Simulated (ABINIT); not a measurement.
Crystal: BaS.

```
CELL_PARAMETERS angstrom
0.00000 3.19375 3.19375
3.19375 0.00000 3.19375
3.19375 3.19375 0.00000
ATOMIC_POSITIONS crystal
Ba 0.00000 0.00000 0.00000
S 0.50000 0.50000 0.50000
```

Base run:

* Program: ABINIT 10.8.3 (patched build)
* Functional: LDA
* Potentials or basis: JTH PAW LDA v2.0
* Cutoff: 544 eV
* k mesh: 7 × 7 × 7
* Occupations: fermi-dirac, width 0.05 eV
* Spin: spin-orbit coupling, no magnetisation

Its results: band gap on the k mesh 1.93 eV, indirect (least direct gap 2.05 eV); pressure -2.0 GPa.

Question: The run is repeated on the same cell with these changes: spin from spin-orbit coupling, no magnetisation to no spin polarisation. What comes out?

Answer: Band gap on the k mesh 1.99 eV, indirect (least direct gap 2.14 eV); pressure -2.0 GPa.

Spin-orbit coupling splits the band edges, which narrows the gap.

Caveats: this set's barium file shifts pressures by 1.5 GPa and gaps by 0.1 eV against other sets; spin-orbit coupling is left out, which moves the levels of the heavy elements (some runs).

A k mesh can miss the band edges.
